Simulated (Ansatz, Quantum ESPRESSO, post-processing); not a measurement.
# Screening and band shifts of H-BN-H chair, 1 layer, part 5 of 6

Wanted: polarisability and gap of H-BN-H chair, 1 layer against a perpendicular field.

Quantum ESPRESSO 7.5; plane-wave DFT, vdW-DF-cx, GBRV ultrasoft pseudopotentials made under PBE; geometry and cross-check by Ansatz 0.2.0 with PAW datasets.

So far. Step 10 (Bands along a path: field 0.2 V/Å): Along this path the valence top lies at Γ and the conduction bottom at Γ. Step 11 (Ground state: field -0.2 V/Å): The dipole goes from -0.1404 to -0.1625 e Å, 0.1103 e Å per V/Å.

### 12. Electrostatic potential

f3.pot.in

```
&inputpp
  prefix = 'f3'
  outdir = './out'
  filplot = 'f3.pot.dat'
  plot_num = 11
/
```

The run is started by

```bash
$ OMP_NUM_THREADS=1 mpirun -n 4 pp.x -in f3.pot.in > f3.pot.out
```

It took 15 s on 4 MPI ranks of Arm Neoverse V1, shared host; peak memory 0.18 GiB; 61 s of CPU time.

Numbers from this step:

```
slope of the potential above                                          : -0.2000 eV/Å
upper vacuum line continued to the top atoms, over the valence top    : 8.342 eV
slope of the potential below                                          : -0.2000 eV/Å
lower vacuum line continued to the bottom atoms, over the valence top : 3.840 eV
```

The slope in the vacuum is -0.200 eV/Å for an applied -0.20 V/Å, as it should be.

Each curve counts from the valence top of its own run.

The runs together. Table of potential energy by z:

```
z (Å)  potential at 0 V/Å (eV)  potential at 0.1 V/Å (eV)  potential at 0.2 V/Å (eV)  potential at -0.2 V/Å (eV)
    0                     5.03                       4.64                       4.26                        5.81
    1                     3.94                       3.25                       2.56                        5.34
    2                     3.94                       3.35                       2.76                        5.14
    3                     3.94                       3.45                       2.95                        4.94
    4                     3.94                       3.55                       3.15                        4.74
    5                     3.94                       3.64                       3.35                        4.54
    6                     3.93                       3.74                       3.54                        4.33
    7                     3.85                       3.75                       3.65                        4.06
    8                     2.66                       2.63                       2.61                        2.72
    9                    -1.09                      -1.10                      -1.10                       -1.08
   10                    -12.8                      -12.8                      -12.8                       -12.8
   11                     4.18                       4.20                       4.23                        4.13
   12                     7.80                       7.87                       7.94                        7.66
   13                     8.28                       8.44                       8.61                        7.97
   14                     8.30                       8.56                       8.82                        7.79
   15                     8.30                       8.66                       9.02                        7.59
   16                     8.30                       8.76                       9.22                        7.39
   17                     8.30                       8.86                       9.42                        7.19
   18                     8.30                       8.96                       9.62                        6.99
   19                     8.30                       9.06                       9.82                        6.79
```

### 13. Bands along a path: field -0.2 V/Å

f3.bands.in

```
&control
  prefix = 'f3.bands'
  outdir = './out'
  pseudo_dir = './pseudo'
  calculation = 'bands'
  tefield = .true.
  dipfield = .true.
/
&system
  ibrav = 0
  nat = 4
  ntyp = 3
  ecutwfc = 40
  ecutrho = 200
  input_dft = 'vdw-df-cx'
  occupations = 'smearing'
  smearing = 'fd'
  degauss = 0.004
  edir = 3
  emaxpos = 0.97
  eopreg = 0.04
  eamp = -0.00388938
  nbnd = 11
/
&electrons
  conv_thr = 1e-07
  mixing_beta = 0.4
  electron_maxstep = 120
  mixing_mode = 'local-TF'
/
ATOMIC_SPECIES
  H   1.0080  h_pbe_v1.4.uspp.F.UPF
  N   14.0070  n_pbe_v1.2.uspp.F.UPF
  B   10.8100  b_pbe_v1.4.uspp.F.UPF
CELL_PARAMETERS angstrom
  2.59257515293350 0.00000000000000 0.00000000000000
  -1.29628757646675 2.24523594366074 0.00000000000000
  0.00000000000000 0.00000000000000 19.68666666670000
ATOMIC_POSITIONS crystal
  H   0.666666666667 0.333333333333 0.430616446185
  N   0.666666666667 0.333333333333 0.483166682768
  B   0.333333333333 0.666666666667 0.509373097598
  H   0.333333333333 0.666666666667 0.570240319349
K_POINTS crystal_b
4
  0.0000000000 0.0000000000 0.0000000000 14
  0.5000000000 0.0000000000 0.0000000000 14
  0.3333333333 0.3333333333 0.0000000000 14
  0.0000000000 0.0000000000 0.0000000000 1
```

The run is started by

```bash
$ cp -r out/f3.save out/f3.bands.save
$ cp out/f3.xml out/f3.bands.xml
$ OMP_NUM_THREADS=1 mpirun -n 4 pw.x -nk 4 -in f3.bands.in > f3.bands.out
```

The log of the run:

```text
[banner, memory and clock lines left out]
Program PWSCF v.7.5 starts
[citation notice left out]

[...]
bravais-lattice index     =            0
     lattice parameter (alat)  =       4.8993  a.u.
     unit-cell volume          =     773.3251 (a.u.)^3
     number of atoms/cell      =            4
     number of atomic types    =            3
     number of electrons       =        10.00
     number of Kohn-Sham states=           11
     kinetic-energy cutoff     =      40.0000  Ry
     charge density cutoff     =     200.0000  Ry
     Exchange-correlation= VDW-DF-CX
                           (   1   4  27   0   1   0   0)

[...]
PseudoPot. # 1 for H  read from file:
     ./pseudo/h_pbe_v1.4.uspp.F.UPF
     Pseudo is Ultrasoft, Zval =  1.0
     Generated by new atomic code, or converted to UPF format
     Using radial grid of  615 points,  2 beta functions with:
                l(1) =   0
                l(2) =   0
     Q(r) pseudized with  8 coefficients,  rinner =    0.700

     PseudoPot. # 2 for N  read from file:
     ./pseudo/n_pbe_v1.2.uspp.F.UPF
     Pseudo is Ultrasoft + core correction, Zval =  5.0
     Generated by new atomic code, or converted to UPF format
     Using radial grid of  729 points,  4 beta functions with:
                l(1) =   0
                l(2) =   0
                l(3) =   1
                l(4) =   1
     Q(r) pseudized with  8 coefficients,  rinner =    0.900   0.900   0.900

     PseudoPot. # 3 for B  read from file:
     ./pseudo/b_pbe_v1.4.uspp.F.UPF
     Pseudo is Ultrasoft + core correction, Zval =  3.0
     Generated by new atomic code, or converted to UPF format
     Using radial grid of  781 points,  4 beta functions with:
                l(1) =   0
                l(2) =   0
                l(3) =   1
                l(4) =   1
     Q(r) pseudized with  8 coefficients,  rinner =    1.100   1.100   1.100

     atomic species   valence    mass     pseudopotential
     H                 1.00     1.00800     H ( 1.00)
     N                 5.00    14.00700     N ( 1.00)
     B                 3.00    10.81000     B ( 1.00)

     No symmetry found

[...]
number of k points=    43  Fermi-Dirac smearing, width (Ry)=  0.0040
[...]
Dense  grid:    36719 G-vectors     FFT dimensions: (  24,  24, 180)

     Smooth grid:    26249 G-vectors     FFT dimensions: (  20,  20, 150)

     The potential is recalculated from file :
     ./out/f3.bands.save/charge-density

     negative rho (up, down):  2.697E-04 0.000E+00

     %%%%%%%%%%%%%%%%%%%%%%%%%%%%%%%%%%%%%%%%%%%%%%%%%%%%%%%%%%%%%%%%%%%%%%%%
     %                                                                      %
     % You are using vdW-DF, which was implemented by the Thonhauser group. %
     % possible and the two reviews that describe the various versions:     %
     %                                                                      %
     %                                                                      %
     % If you are calculating stress with vdW-DF, please also cite:         %
     %                                                                      %
     %                                                                      %
     %%%%%%%%%%%%%%%%%%%%%%%%%%%%%%%%%%%%%%%%%%%%%%%%%%%%%%%%%%%%%%%%%%%%%%%%

     %%%%%%%%%%%%%%%%%%%%%%%%%%%%%%%%%%%%%%%%%%%%%%%%%%%%%%%%%%%%%%%%%%%%%%%%
     %                                                                      %
     %  vdW-DF NEWS:                                                        %
     %                                                                      %
     %  * vdW-DF3 is now available. DOI: 10.1021/acs.jctc.0c00471           %
     %    use with input_dft = 'vdW-DF3-opt1' or 'vdW-DF3-opt2'             %
     %                                                                      %
     %  * Unscreened and range-separated hybrid vdW-DF-cx functionals       %
     %    DOI: 10.1063/1.4986522 and 10.1088/1361-648X/ac2ad2               %
     %    use with input_dft = 'vdW-DF-cx0'    and 'vdW-DF-ahcx'            %
     %  * Unscreened and range-separated hybrid vdW-DF2-b86r functionals    %
     %    DOI: 10.1063/1.4986522 and DOI: 10.1103/PhysRevX.12.041003        %
     %    use with input_dft = 'vdW-DF2-br0' and 'vdW-DF2-ahbr'             %
     %                                                                      %
     %%%%%%%%%%%%%%%%%%%%%%%%%%%%%%%%%%%%%%%%%%%%%%%%%%%%%%%%%%%%%%%%%%%%%%%%

     Adding external electric field

     Computed dipole along edir(3) :
        Dipole               -0.3071 Ry au,         -0.7805 Debye
        Dipole field         -0.0050 Ry au,

        E field amplitude [Ha a.u.]: -3.8894E-03
        Potential amp.        0.0786 Ry
        Total length         35.7143 bohr

     Starting wfcs are   10 randomized atomic wfcs +    1 random wfcs

     Band Structure Calculation
     Davidson diagonalization with overlap

     ethr =  1.00E-09,  avg # of iterations = 42.9

     End of band structure calculation

          k = 0.0000 0.0000 0.0000 (  3267 PWs)   bands (ev):

   -21.5798 -12.3257  -5.8214  -4.1539  -4.1539  -1.3048   0.4889   1.7933
     2.3297   3.4753   4.1325

          k = 0.0357 0.0206 0.0000 (  3251 PWs)   bands (ev):

   -21.5565 -12.3033  -5.8050  -4.2731  -4.1936  -1.2732   0.5248   1.8291
     2.3662   3.5056   4.1693

[...]
```

Run time: 19 s. Hardware: 4 MPI ranks; peak memory 0.27 GiB; 75 s of CPU time.

Band numbers count within the set of bands kept for display. Electronic bands along the path, in eV, zero at the highest filled level of the SCF mesh; v1 is the highest filled band, c1 the lowest empty one:

```
  point     v4     v3     v2     v1    c1    c2     c3     c4
      Γ  -8.17  -1.67   0.00   0.00  2.85  4.64   5.95   6.48
halfway  -7.20  -3.90  -1.33  -0.99  4.34  6.38   7.65   8.20
      M  -7.73  -5.48  -2.33  -0.69  7.47  8.84   9.57  11.04
halfway  -7.34  -5.33  -3.85  -0.58  8.25  9.10  10.53  11.87
      K  -6.46  -5.86  -5.02  -0.47  8.89  9.48  11.03  12.16
halfway  -6.93  -4.27  -2.33  -0.82  4.84  6.97   8.23   8.77
      Γ  -8.17  -1.67   0.00   0.00  2.85  4.64   5.95   6.48
```

The electronic bands as a text plot (rows in eV, shown from -8.0 to 6.5 only):

```
    6.2 |+++++   +++    ++                       ++   ++   ++++++
    5.6 |       +      +                           +    +++
    5.0 | ++++++    +++                             ++     +++++
    4.4 |+         +                                  ++        +
    3.8 |       +++                                     +++
    3.2 | ++++++                                           +++++
    2.6 |+                                                      +
    2.0 |
    1.4 |
    0.8 |
    0.1 |**                                                   ***
   -0.5 |  *****       *****************************       *****
   -1.1 |    **********                             *********
   -1.7 |*******    ***                               **   ******
   -2.3 |       *      *********                    **   **
   -2.9 |        **             *                  *    *
   -3.5 |                        **              **   **
   -4.1 |          *               **          **   **
   -4.7 |           *                **       *    *
   -5.3 |            **    ************************
   -5.9 |              ****            *****
   -6.5 |                              *************
   -7.1 |          ********        ****             ****
   -7.7 |    ******        ********                     *****
         Γ                   M           K                      Γ
```

Upper empty bands that drop with the field can be states of the vacuum, held by the sawtooth; they depend on the cell's width.

Along this path the valence top lies at Γ and the conduction bottom at Γ.

### 14. Density by pp.x

plot_num = 0 writes the valence density.

f0.rho.in

```
&inputpp
  prefix = 'f0'
  outdir = './out'
  filplot = 'f0.rho.dat'
  plot_num = 0
/
```

The run is started by

```bash
$ OMP_NUM_THREADS=1 mpirun -n 4 pp.x -in f0.rho.in > f0.rho.out
```

The log of the run:

```text
[banner, memory and clock lines left out]
Program POST-PROC v.7.5 starts

          URL

     ./out/f0.save/

     IMPORTANT: XC functional enforced from input :
     Exchange-correlation= VDW-DF-CX
                           (   1   4  27   0   1   0   0)
     Any further DFT definition will be discarded
     Please, verify this is what you really want

     negative rho (up, down):  2.657E-04 0.000E+00

     %%%%%%%%%%%%%%%%%%%%%%%%%%%%%%%%%%%%%%%%%%%%%%%%%%%%%%%%%%%%%%%%%%%%%%%%
     %                                                                      %
     % You are using vdW-DF, which was implemented by the Thonhauser group. %
     % possible and the two reviews that describe the various versions:     %
     %                                                                      %
     %                                                                      %
     % If you are calculating stress with vdW-DF, please also cite:         %
     %                                                                      %
     %                                                                      %
     %%%%%%%%%%%%%%%%%%%%%%%%%%%%%%%%%%%%%%%%%%%%%%%%%%%%%%%%%%%%%%%%%%%%%%%%

     %%%%%%%%%%%%%%%%%%%%%%%%%%%%%%%%%%%%%%%%%%%%%%%%%%%%%%%%%%%%%%%%%%%%%%%%
     %                                                                      %
     %  vdW-DF NEWS:                                                        %
     %                                                                      %
     %  * vdW-DF3 is now available. DOI: 10.1021/acs.jctc.0c00471           %
     %    use with input_dft = 'vdW-DF3-opt1' or 'vdW-DF3-opt2'             %
     %                                                                      %
     %  * Unscreened and range-separated hybrid vdW-DF-cx functionals       %
     %    DOI: 10.1063/1.4986522 and 10.1088/1361-648X/ac2ad2               %
     %    use with input_dft = 'vdW-DF-cx0'    and 'vdW-DF-ahcx'            %
     %  * Unscreened and range-separated hybrid vdW-DF2-b86r functionals    %
     %    DOI: 10.1063/1.4986522 and DOI: 10.1103/PhysRevX.12.041003        %
     %    use with input_dft = 'vdW-DF2-br0' and 'vdW-DF2-ahbr'             %
     %                                                                      %
     %%%%%%%%%%%%%%%%%%%%%%%%%%%%%%%%%%%%%%%%%%%%%%%%%%%%%%%%%%%%%%%%%%%%%%%%

     Adding external electric field

     Computed dipole along edir(3) :
        Dipole               -0.2654 Ry au,         -0.6745 Debye
        Dipole field         -0.0043 Ry au,

        Potential amp.        0.3080 Ry
        Total length         35.7143 bohr

     Calling punch_plot, plot_num =   0
     Writing data to file  f0.rho.dat
     Message from routine chdens:
     namelist plot not found or invalid, exiting

Note: The following floating-point exceptions are signalling: IEEE_UNDERFLOW_FLAG
Note: The following floating-point exceptions are signalling: IEEE_UNDERFLOW_FLAG
Note: The following floating-point exceptions are signalling: IEEE_UNDERFLOW_FLAG
Note: The following floating-point exceptions are signalling: IEEE_UNDERFLOW_FLAG
```

The job ended after 15 s (4 MPI ranks; peak memory 0.18 GiB).

Read from the output:

* electrons by integration: 10.000 e

Mean over planes. Table of valence density, planar mean by z:

```
z (Å)  valence density, planar mean (e/Å³)
  5.5                               7.8e-5
  6.0                               2.6e-4
  6.5                               8.7e-4
  7.0                              0.00309
  7.5                               0.0130
  8.0                               0.0636
  8.5                                0.247
  9.0                                0.516
  9.5                                 1.08
 10.0                                0.724
 10.5                                0.337
 11.0                                0.270
 11.5                                0.139
 12.0                               0.0296
 12.5                              0.00575
 13.0                              0.00115
 13.5                               2.3e-4
 14.0                               4.4e-5
```

Valence density in the ca plane at fractional y = 0.333, with atoms of H and N within 0.2 Å of it. It is the smooth field of the valence electrons, not physical close to the nuclei.

Ten steps, logarithmic in the rise over the least value, from '0' (0.0 e/Å³) to '9' (3.2 e/Å³), each cell a mean:
```
00000000000000000012457887532210000000000000
00000000000000000013678998532100000000000000
00000000000000000013789998531100000000000000
00000000000000000013578998532100000000000000
00000000000000000001346777543210000000000000
00000000000000000001234566544310000000000000
00000000000000000000123555544321000000000000
00000000000000000001234666543310000000000000
```
Columns run along c (16.0 Å, from fractional 0.05 to 0.86 of the cell), rows up along a (2.6 Å). Atoms in or near the plane, at fractional coordinates: H at (0.43, 0.67), N at (0.48, 0.67).

The density integrates to 10.000 electrons, as the 10 of the input ask.

### 15. Valence density

f2.rho.in

```
&inputpp
  prefix = 'f2'
  outdir = './out'
  filplot = 'f2.rho.dat'
  plot_num = 0
/
```

The run is started by

```bash
$ OMP_NUM_THREADS=1 mpirun -n 4 pp.x -in f2.rho.in > f2.rho.out
```

The job ended after 15 s (4 MPI ranks; peak memory 0.18 GiB; 61 s of CPU time).

### 16. Charge moved by a field of 0.2 V/Å

Numbers from this step:

| Property | Result |
| --- | --- |
| largest charge moved across a plane | 0.001086 e/Å² |
| dipole step | -0.6972 eV |

The planar mean oscillates, so the rows of the table below give means over windows of 0.5 Å about each position, cut where the curve ends. Its maxima inside the range that stand out by 2 % of the span (Å: e/Å³): 8.20: 7.2e-4, 9.52: 4.6e-4, 10.61: 3.7e-4. Its minima: 9.08: -9.4e-5, 9.95: -7.0e-4, 11.48: -8.6e-4.

Table of planar mean by z; means over each step:

```
z (Å)  planar mean (e/Å³)
  2.0              4.8e-8
  2.5              1.2e-7
  3.0              3.0e-7
  3.5              7.3e-7
  4.0              1.8e-6
  4.5              4.4e-6
  5.0              1.0e-5
  5.5              2.4e-5
  6.0              5.1e-5
  6.5              1.0e-4
  7.0              2.0e-4
  7.5              4.1e-4
  8.0              6.7e-4
  8.5              4.7e-4
  9.0             -2.1e-5
  9.5              2.1e-4
 10.0             -5.1e-4
 10.5              2.2e-4
 11.0             -2.2e-4
 11.5             -8.1e-4
 12.0             -5.3e-4
 12.5             -2.0e-4
 13.0             -7.0e-5
 13.5             -2.2e-5
 14.0             -6.2e-6
 14.5             -1.6e-6
 15.0             -3.9e-7
 15.5             -9.6e-8
 16.0             -2.2e-8
```

The running integral, electrons below z by z:

```
z (Å)  running integral, electrons below z (e/Å²)
  2.5                                      6.8e-8
  3.0                                      1.7e-7
  3.5                                      4.2e-7
  4.0                                      1.1e-6
  4.5                                      2.6e-6
  5.0                                      6.3e-6
  5.5                                      1.5e-5
  6.0                                      3.4e-5
  6.5                                      7.3e-5
  7.0                                      1.5e-4
  7.5                                      3.0e-4
  8.0                                      6.0e-4
  8.5                                      9.2e-4
  9.0                                      9.7e-4
  9.5                                     0.00106
 10.0                                      8.9e-4
 10.5                                      8.6e-4
 11.0                                      9.2e-4
 11.5                                      5.7e-4
 12.0                                      2.3e-4
 12.5                                      7.7e-5
 13.0                                      2.4e-5
 13.5                                      6.9e-6
 14.0                                      1.8e-6
 14.5                                      4.5e-7
 15.0                                      1.1e-7
```

[end of part 5 of 6]

[Logs are printed without paths, hosts, clocks, repeated set-up lines and the standing remarks that a program may print on its own settings, such as how far it seeks lower states.]

[Hosts, paths, dates, database ids (printed as entryN), source tags and the programs' standing remarks are cut or masked in the printed files.]

[Maps of the electrostatic potential energy from Ansatz leave out the sawtooth potential of an applied field or a dipole correction, so their vacuum need not be flat; planar profiles and work functions include it.]
